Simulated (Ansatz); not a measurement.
## Al: do energies and stresses tell the same story?

Level of theory: Ansatz, DFT PBEsol, scalar-relativistic, plane waves, PAW.

Cutoff 420 eV; k points 18×18×18 on the computed 1-atom cell (Γ-centred); Gaussian smearing, width 0.10 eV; no spin polarisation.

Relaxed cell: Fm-3m, a = 4.016 Å, b = 4.016 Å, c = 4.016 Å, α = 90.00°, β = 90.00°, γ = 90.00°, 1 atom in the primitive cell.

Energies at zero smearing and pressures from the stress tensor, at volumes with shape and atoms relaxed:
| V (Å³/atom) | E − E(first) (meV/atom) | P (GPa) |
| --- | --- | --- |
| 14.245 | 0.00 | 13.80 |
| 14.731 | -34.86 | 9.41 |
| 15.217 | -57.52 | 5.71 |
| 15.702 | -69.90 | 2.60 |
| 16.188 | -73.65 | -0.03 |
| 16.673 | -70.17 | -2.26 |
| 17.159 | -60.48 | -4.18 |
| 17.807 | -39.18 | -6.33 |

Q: Check P = −dE/dV between neighbouring volumes, and get the bulk modulus from the pressures alone.

A: With 1 eV/Å³ = 160.2 GPa:
| middle V (Å³/atom) | −ΔE/ΔV (GPa) | mean P (GPa) |
| --- | --- | --- |
| 14.488 | 11.500 | 11.608 |
| 14.974 | 7.479 | 7.564 |
| 15.459 | 4.085 | 4.155 |
| 15.945 | 1.234 | 1.284 |
| 16.431 | -1.147 | -1.144 |
| 16.916 | -3.197 | -3.221 |
| 17.483 | -5.270 | -5.257 |

The two differ by 0.11 GPa at most. The mean of two end pressures misses the average over a step by about ΔV² P″/12, up to 0.06 GPa here; with that taken off 0.05 GPa remains. The stress is the derivative of the free energy, not of the energy at zero smearing, and with free energies 0.01 GPa remains. Around V = 16.188 Å³/atom, the two neighbours give B = −V ΔP/ΔV = 16.188 × 4.86 / 0.971 = 80.9 GPa, against B0 = 80.7 GPa from the Birch–Murnaghan fit of the energies.